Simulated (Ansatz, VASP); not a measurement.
# Two plane-wave programs on PbSe (Clausthalite)

```
CELL_PARAMETERS angstrom
0.00000 3.06065 3.06065
3.06065 0.00000 3.06065
3.06065 3.06065 0.00000
ATOMIC_POSITIONS crystal
Pb 0.00000 0.00000 0.00000
Se 0.50000 0.50000 0.50000
```

Alike in both runs: task single point; functional PBE; k mesh 8 × 8 × 8; occupations gaussian, width 0.029 eV; no spin polarisation.

|  | VASP | Ansatz |
| --- | --- | --- |
| version | VASP 6.6.1 | Ansatz 0.2.0 |
| potentials or method | VASP PAW PBE potentials, release 64 (Pb_d, Se) | Ansatz PAW |
| plane-wave cutoff (eV) | 520 | 420 |
| valence electrons in the cell | 20 | 30 |

```csv
,VASP,Ansatz,Ansatz less VASP
gap on the k mesh at the Fermi level (eV),0.29,0.29,-0.005
least direct gap on the mesh (eV),0.29,0.29,-0.005
pressure (GPa),2.4,2.4,+0.01
```

The functional is the same, so the differences come from potentials, cutoffs and numerics. The two sets of potentials don't hold the same shells in valence.

Caveats: spin-orbit coupling is left out, which as a rule narrows the gap of such compounds by several tenths of an eV. A k mesh can miss the band edges.
